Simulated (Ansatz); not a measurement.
# Electron scattering at the Σ5 (310) boundary in fcc Al with Sn (substitutional), part 2 of 2

How much does the Σ5 (310) boundary in fcc Al with Sn (substitutional) reflect electrons?

Ansatz 0.2.0; Ansatz plane-wave DFT, PBE, PAW files; relaxation of a bicrystal slab with its lowest layers held; PAW set soft_1 (the session's first sound run).

So far. Step 2 (Relaxing the bicrystal): The largest force component on a free atom ends at 0.020 eV/Å, under the tolerance of 0.03, after 7 steps.

## (3) Transmission across the boundary

Bulk layers of each grain are laid under and over the relaxed boundary, and a lead is named in the middle of each, away from the free faces. The mesh across the current, 10×16, is finer than the density's, because channels open and close sharply across the zone. Energies from -0.1 to 0.1 eV in steps of 0.05 eV are too few for the program's thermal sum, so it prints no conductance; for a metal the transmission near the Fermi level serves, at a fraction of the cost.

This step: Ansatz plane-wave DFT, PBE, PAW files; ballistic transport by layer matching (Landauer), zero bias; boundary relaxed in a short slab, bulk layers laid on; PAW set soft_1 (Ansatz 0.2.0).

System of this step: Σ5 (310) boundary in fcc Al with Sn (substitutional). The cell holds 67 atoms: 66 Al and 1 Sn. Cell: a = 6.400 Å, b = 4.048 Å, c = 51.049 Å, α = 90.0°, β = 90.0°, γ = 90.0°. It derives from Al. Regions: lower grain, 27 atoms (27 Al); boundary, 18 atoms (17 Al and 1 Sn); upper grain, 22 atoms (22 Al). Vacuum lies along c.

Input file input.yaml:

```yaml
crystal:
  lattice:
    - [6.40040255, 0.0, 0.0]
    - [0.0, 4.04797, 0.0]
    - [0.0, 0.0, 51.0488970597]
  atoms:
    - { symbol: Al, position: [10.8, -18.0, 0.0783562473] }
    - { symbol: Al, position: [10.5, -17.5, 0.0908940354] }
    - { symbol: Al, position: [10.2, -17.0, 0.1034318235] }
    - { symbol: Al, position: [9.9, -16.5, 0.1159696116] }
    - { symbol: Al, position: [9.6, -16.0, 0.1285073997] }
    - { symbol: Al, position: [9.3, -15.5, 0.1410451878] }
    - { symbol: Al, position: [9.0, -15.0, 0.153582976] }
    - { symbol: Al, position: [8.7, -14.5, 0.1661207641] }
    - { symbol: Al, position: [8.4, -14.0, 0.1786585522] }
    - { symbol: Al, position: [8.1, -13.5, 0.1911963403] }
    - { symbol: Al, position: [7.8, -13.0, 0.2037341284] }
    - { symbol: Al, position: [7.5, -12.5, 0.2162719166] }
    - { symbol: Al, position: [7.2, -12.0, 0.2288097047] }
    - { symbol: Al, position: [6.9, -11.5, 0.2413474928] }
    - { symbol: Al, position: [6.6, -11.0, 0.2538852809] }
    - { symbol: Al, position: [6.3, -10.5, 0.266423069] }
    - { symbol: Al, position: [6.0, -10.0, 0.2789608571] }
    - { symbol: Al, position: [5.7, -9.5, 0.2914986453] }
    - { symbol: Al, position: [5.4, -9.0, 0.3040364334] }
    - { symbol: Al, position: [5.1, -8.5, 0.3165742215] }
    - { symbol: Al, position: [4.8, -8.0, 0.3291120096] }
    - { symbol: Al, position: [4.5, -7.5, 0.3416497977] }
    - { symbol: Al, position: [4.2, -7.0, 0.3541875859] }
    - { symbol: Al, position: [3.9, -6.5, 0.366725374] }
    - { symbol: Al, position: [3.6, -6.0, 0.3792631621] }
    - { symbol: Al, position: [3.3, -5.5, 0.3918009502] }
    - { symbol: Al, position: [3.0, -5.0, 0.4043387383] }
    - { symbol: Al, position: [0.7, 0.5, 0.4168765264] }
    - { symbol: Al, position: [0.4039085171, 0.0, 0.4293603671] }
    - { symbol: Al, position: [0.1085040553, 0.5, 0.4418393448] }
    - { symbol: Al, position: [0.8121038487, 0.0, 0.4543803198] }
    - { symbol: Al, position: [0.5109132494, 0.5, 0.467750581] }
    - { symbol: Al, position: [0.2157880645, 0.0, 0.4796774872] }
    - { symbol: Al, position: [0.91540826, 0.5, 0.4919844028] }
    - { symbol: Al, position: [0.6063196215, 0.0, 0.5041455847] }
    - { symbol: Al, position: [0.3314579301, 0.5, 0.5202902987] }
    - { symbol: Sn, position: [-0.0130062376, 0.0, 0.5341902058] }
    - { symbol: Al, position: [0.4886716688, 0.0, 0.5567661947] }
    - { symbol: Al, position: [0.8010085448, 0.5, 0.5706349031] }
    - { symbol: Al, position: [0.1183283474, 0.0, 0.5861648882] }
    - { symbol: Al, position: [0.4092953798, 0.5, 0.5943597674] }
    - { symbol: Al, position: [0.7092904367, 0.0, 0.6079867946] }
    - { symbol: Al, position: [0.0121601879, 0.5, 0.620980362] }
    - { symbol: Al, position: [0.3187143679, 0.0, 0.6343909473] }
    - { symbol: Al, position: [0.613606697, 0.5, 0.6458124141] }
    - { symbol: Al, position: [2.913606697, -5.0, 0.6583502023] }
    - { symbol: Al, position: [3.213606697, -5.5, 0.6708879904] }
    - { symbol: Al, position: [3.513606697, -6.0, 0.6834257785] }
    - { symbol: Al, position: [3.813606697, -6.5, 0.6959635666] }
    - { symbol: Al, position: [4.113606697, -7.0, 0.7085013547] }
    - { symbol: Al, position: [4.413606697, -7.5, 0.7210391429] }
    - { symbol: Al, position: [4.713606697, -8.0, 0.733576931] }
    - { symbol: Al, position: [5.013606697, -8.5, 0.7461147191] }
    - { symbol: Al, position: [5.313606697, -9.0, 0.7586525072] }
    - { symbol: Al, position: [5.613606697, -9.5, 0.7711902953] }
    - { symbol: Al, position: [5.913606697, -10.0, 0.7837280834] }
    - { symbol: Al, position: [6.213606697, -10.5, 0.7962658716] }
    - { symbol: Al, position: [6.513606697, -11.0, 0.8088036597] }
    - { symbol: Al, position: [6.813606697, -11.5, 0.8213414478] }
    - { symbol: Al, position: [7.113606697, -12.0, 0.8338792359] }
    - { symbol: Al, position: [7.413606697, -12.5, 0.846417024] }
    - { symbol: Al, position: [7.713606697, -13.0, 0.8589548122] }
    - { symbol: Al, position: [8.013606697, -13.5, 0.8714926003] }
    - { symbol: Al, position: [8.313606697, -14.0, 0.8840303884] }
    - { symbol: Al, position: [8.613606697, -14.5, 0.8965681765] }
    - { symbol: Al, position: [8.913606697, -15.0, 0.9091059646] }
    - { symbol: Al, position: [9.213606697, -15.5, 0.9216437527] }
kpoints:
  mp_grid: { grid: [4, 6, 1] }
hamiltonian:
  xc: pbe
  pseudopotentials: { kind: paw, azcp: { folder: soft_1 } }
scf:
  occupations: { method: fermi_dirac, width: 0.1 }
output:
  transmission:
    leads: [[14, 15], [54, 55]]
    kmesh: [10, 16]
    e_range: [-0.1, 0.1]
    de: 0.05
  write_potential: true
  write_density: true
  volumetric_format: npy
  elf: true
```

Command:

```bash
$ ansatz run input.yaml --threads 4 --pin off --max-ram 15360MiB --backend cpu --events-out ev --progress --plain --runs-dir out
```

Numbers of over 12 decimals in the logs are rounded to 6 here.

Output:

```text
[...]
Crystal: 67 atoms, lattice volume = 1322.607 Å³
Basis set: ecut = 420 eV, 25895 PW (Γ)
Bands: 173, of which v1, the nominal top of the filled ones, is band 106 counted from 1 (105 counted from 0)
Symmetry: 2 space group operations
[...]
k-points: 12 of 24 (time reversal used)
[...]
SCF iter   1: F=—  HF=-41500.788713 eV  |F-HF|=—  |Δ(HF+E_count)|=         —  Δρ=2.25e-2  dr2=8.76e1  ethr=3.10e-3  ⟨swp⟩=7.5  Hψ=10740  notcnv=0  defer=143
[...]
SCF iter   9: F=-41495.806322 eV  HF=-41495.806322 eV  |F-HF|=7.69e-8  |Δ(HF+E_count)|=   3.84e-8  Δρ=7.05e-7  dr2=8.49e-8  ethr=4.72e-11  ⟨swp⟩=23.2  Hψ=11410  notcnv=0
SCF 1 converged in 9 iterations: F = -41495.806322 eV  dr2 = 8.49e-8
[...]
transmission: 212 of 2106 steps passed
transmission: 422 of 2106 steps passed
[...]
transmission: 2106 of 2106 steps passed
WARN: The output density's exchange-correlation potential varies sharply where the density is thin. Do not read a vacuum level from v_tot or v_xc, or from such a field of the output density. On a cell that repeats whose density bears no net charge and no dipole along the vacuum's axis use v_es (v_loc + v_h of the components); under efield.dipole_correction with no amplitude use v_es + v_field, which holds any externa [...]
SCF converged after 9 iterations
Free energy (F): -41495.806322 eV
[...]
Internal energy: -41494.961888 eV  (E = F + TS)
E sigma→0 (E₀):  -41495.384105 eV
Entropy (-TS):   -0.844434 eV (-12.603 meV/atom)
Fermi energy:    6.158727 eV
[...]
--- Band table (eV; the first three rows and the last of 12) ---
  k-point 0: bands = [... 102 lower, 6.7813, 6.8212, 6.8447, 6.8679, 6.9527, 7.0090, 7.0388, 7.0992, ... 63 higher]
  k-point 1: bands = [... 102 lower, 6.1161, 6.2230, 6.3819, 6.4912, 6.5476, 6.6270, 6.7171, 6.7653, ... 63 higher]
  k-point 2: bands = [... 102 lower, 5.1440, 5.2409, 5.3430, 5.4264, 5.4760, 5.5546, 5.5680, 5.6512, ... 63 higher]
  k-point 11: bands = [... 102 lower, 5.4455, 5.4545, 5.5596, 5.5970, 5.6414, 5.6603, 5.7217, 5.7478, ... 63 higher]
--- Transmission ---
  basis      : 225 plane waves across, 39 finite elements along
  points     : 54, standing for a mesh of 10 x 16
  energies   : 5 from -0.100000 to 0.100000 eV about the Fermi level, 0.050000 eV apart; the leads are filled to 0.000000 eV, and channels, transmission and decay are at 0.000000 eV
  crystal 0  : Al4, at the sites [14, 15], period 2.5602 Å, over 17.92 Å; its Hamiltonian steps by up to 14.6 meV
    offset         : up to 0.0000 Å between an atom of the period and one for which it stands
    channels       : 5.018750e0 a spin
    conductance    : none, the energies end too early or step too widely for 300 K: set another output.transmission.e_range or a lower de, or, where they end at an eighth of basis.ecutwfc, a higher one
[...]
channels       : 5.043750e0 a spin
[...]
junction   : crystal 0 to crystal 1, 12.64 to 37.77 Å
    transmission   : 3.030097e0 a spin
[...]
```

Wall time 6 min (4 threads of Intel Xeon Platinum 8375C at 2.90GHz (Ice Lake), shared host); peak memory 5.8 GiB; 22 min of CPU time.

This step gave:

- free energy: -41495.8063 eV
- energy at zero smearing: -41495.3841 eV
- Fermi energy: 6.159 eV
- cell area: 25.91 Å²
- transmission per spin nearest the Fermi level: 3.030
- open channels per spin nearest the Fermi level: 5.019
- open channels per spin, upper lead: 5.044
- step of the lead's potential: 14.6 meV
- step of the upper lead's potential: 7.5 meV

Per spin. Table of transmission, zone mean by energy, zero at the Fermi level:

```csv
energy (eV),"transmission, zone mean"
-0.1000,2.97
-0.0500,3.04
0.0000,3.03
0.0500,3.12
0.1000,3.19
```

Per spin. Table of open channels, zone mean by energy, zero at the Fermi level:

```csv
energy (eV),lead,upper lead
-0.1000,4.96,5.01
-0.0500,5.09,5.09
0.0000,5.02,5.04
0.0500,5.09,5.09
0.1000,5.17,5.17
```

Transmission over k1 and k2. At 0.0000 eV from the Fermi level.

Ten even steps from '0' (0.53) to '9' (4.95):
```
5123565321
7886666688
8886666688
7955575559
3854575458
3824676428
2444343444
9854777458
2444343444
3824676428
3854575458
7955575559
8886666688
7886666688
5123565321
0122353221
```
Columns: k1 (b1) from -0.5 to 0.4; rows upwards: k2 (b2) from -0.5 to 0.438.

Open channels over k1 and k2. At 0.0000 eV from the Fermi level.

Ten even steps from '_' (3.00) to '@' (8.00):
```
**::::==::::::==::::
**%%****::::::****%%
******====::====****
****======**======**
::**==::==**==::==**
::**::::::**::::::**
::======::__::======
@@@@**==**==**==**@@
::======::__::======
::**::::::**::::::**
::**==::==**==::==**
****======**======**
******====::====****
**%%****::::::****%%
**::::==::::::==::::
::::::::::**::::::::
```
Columns: k1 (b1) from -0.5 to 0.4; rows upwards: k2 (b2) from -0.5 to 0.438.

ELF in the ca plane at fractional y = 0.000, with atoms of Al and Sn within 0.2 Å of it. It is the smooth field of the valence electrons, not physical close to the nuclei.

Ten even steps from '0' (0.02 × 1e-1) to '9' (7.56 × 1e-1), each cell a mean:
```
34641116877667764223420002456678864345511137
24675347886213653224432123433457876557514226
34688766774141464345654334322357755678731256
56787544564131576567876443322356311587765676
64577533466324787744786544444465152376556787
31136533467766777511267666666676211365334687
14326655677764456316169886457767535764334663
21137776667643346411389982114655568875445631
64467874124643346764688971713643357886667731
87666761322664467886556772126743246753478862
76434561213776667875333565579853346411168766
76333565236888523674222345789975567416046545
56433577766777221264222334579865678621256433
47655677654465132265444444577411588765675333
68776577533356422565443344686151376666776544
77862126643357876654432124687210365445787666
56741604654567876433320002578534664335653368
```
Columns run along c (16.0 Å, from fractional 0.37 to 0.68 of the cell), rows up along a (6.4 Å). Atoms in or near the plane, at fractional coordinates: Al at (0.38, 0.60), Al at (0.40, 0.00), Al at (0.43, 0.40), Al at (0.45, 0.81), Al at (0.48, 0.22), Al at (0.50, 0.61), Sn at (0.53, 0.99), Al at (0.56, 0.49), Al at (0.59, 0.12), Al at (0.61, 0.71), Al at (0.63, 0.32), Al at (0.66, 0.91), Al at (0.68, 0.51).

Valence density in the ca plane at fractional y = 0.000, with atoms of Al and Sn within 0.2 Å of it. It is the smooth field of the valence electrons, not physical close to the nuclei.

Ten steps, logarithmic in the rise over the least value, from '0' (0 e/Å³) to '9' (11 e/Å³), each cell a mean:
```
11110001111111111001269996311111111111100011
01111111111111111001246764211111111111100011
11111111111000111111223432100011111111110111
11111111111000111111222211000011100111111111
11111110111111111111111111111111000111111111
10011111111111111100111111111111100111111111
00011111111111111100011111111111111111111111
10011111111111111100112211001111111111111110
11111111111111111111111210001111111111111110
11111111001111111111111111011110011111111111
11111111001111111111100111112111111100011111
11101111111111111111000011111111111100011111
11111111111111100111000011111211111110111111
11111111111111100111111111111101111111111101
11111111110111111111123432211000111111111111
11111011110111111111247874221100111111111111
11110001111111111111269996321111111011111111
```
Columns run along c (16.0 Å, from fractional 0.37 to 0.68 of the cell), rows up along a (6.4 Å). Atoms in or near the plane, at fractional coordinates: Al at (0.38, 0.60), Al at (0.40, 0.00), Al at (0.43, 0.40), Al at (0.45, 0.81), Al at (0.48, 0.22), Al at (0.50, 0.61), Sn at (0.53, 0.99), Al at (0.56, 0.49), Al at (0.59, 0.12), Al at (0.61, 0.71), Al at (0.63, 0.32), Al at (0.66, 0.91), Al at (0.68, 0.51).

Electrostatic potential energy in the ca plane at fractional y = 0.000, with atoms of Al and Sn within 0.2 Å of it. With pseudopotentials it is smooth inside the atoms' cores, unlike the true potential.

Ten even steps from '0' (-12 eV) to '9' (16 eV), each cell a mean:
```
76414731465323567776304940366434566765127503
76530003551120256776400000466666555665139713
76654345640694146766541114677765211355213214
55556666640583146544555556777762142146531246
21125677652010355310146666667651497136665555
14413677665323564046215665456651275036776643
29822566555666663079414541013564111256776511
15413553224567764135125512631466544566666316
21125530221467765311246505971366666544455316
54456512881266665555566511531467765311135411
56666522771255433456777641113567764137314543
36777641111454111146777765455555664069514666
15677654334652277126777666665212454124115677
04665555666651288126665556652132145411246777
15542124677763021046641014541397136655556666
45511311567765322456400100441275046766543456
66416950466655556666205950353000256776300025
```
Columns run along c (16.0 Å, from fractional 0.37 to 0.68 of the cell; values clipped at the 3rd and 97th percentile), rows up along a (6.4 Å). Atoms in or near the plane, at fractional coordinates: Al at (0.38, 0.60), Al at (0.40, 0.00), Al at (0.43, 0.40), Al at (0.45, 0.81), Al at (0.48, 0.22), Al at (0.50, 0.61), Sn at (0.53, 0.99), Al at (0.56, 0.49), Al at (0.59, 0.12), Al at (0.61, 0.71), Al at (0.63, 0.32), Al at (0.66, 0.91), Al at (0.68, 0.51).

Over the solved energies the transmission per spin lies between 2.97 and 3.19, out of 5.07 channels of the lead on average (up to 5.17).

## (4) Specific resistance

This step: Ansatz plane-wave DFT, PBE, PAW files; ballistic transport by layer matching (Landauer), zero bias; specific resistance of the boundary; PAW set soft_1 (Ansatz 0.2.0).

This step gave:

| Item | Value |
| --- | --- |
| area resistance | 0.4300 fΩ m² |
| T over the leads' mean channel count | 0.6052 |

Averaged over the energies near the Fermi level, 60.5 % of the channels pass, which makes 0.430 fΩ m².

By hand, with T and the leads' channels N averaged over the energies near the Fermi level: RA = A (h/2e²)(1/T − ½[1/N₁ + 1/N₂]) = 25.91×10⁻²⁰ m² × 12 906 Ω × (1/3.070 − ½[1/5.066 + 1/5.081]) = 0.430 fΩ m².

## (5) Outcome

- specific resistance of the boundary: 0.430 fΩ m²
- share of channels that pass: 0.605

**Reading.** The boundary has a specific resistance of 0.43 fΩ m². The boundary reflects 39 % of the channels; 0.43 fΩ m² is 4.3×10⁻¹² Ω·cm². That equals the resistance of 16 nm of bulk Al at 300 K (measured 2.733 µΩ cm, CRC Handbook of Chemistry and Physics, 84th ed., 2003, Electrical Resistivity of Pure Metals). One Sn in 25.9 Å² of boundary is a high coverage. In the relaxation the upper grain slid sideways by about 0.6 Å, so the result belongs to the position that it found, not to the starting one. Each plane of this narrow cell holds one atom, so the solute fills a whole plane. One starting structure was relaxed; another shift or atom count at the boundary may lie lower.

[Logs are printed without paths, hosts, clocks, repeated set-up lines and the standing remarks that a program may print on its own settings, such as how far it seeks lower states.]

[Hosts, paths, dates, database ids (printed as entryN), source tags and the programs' standing remarks are cut or masked in the printed files.]
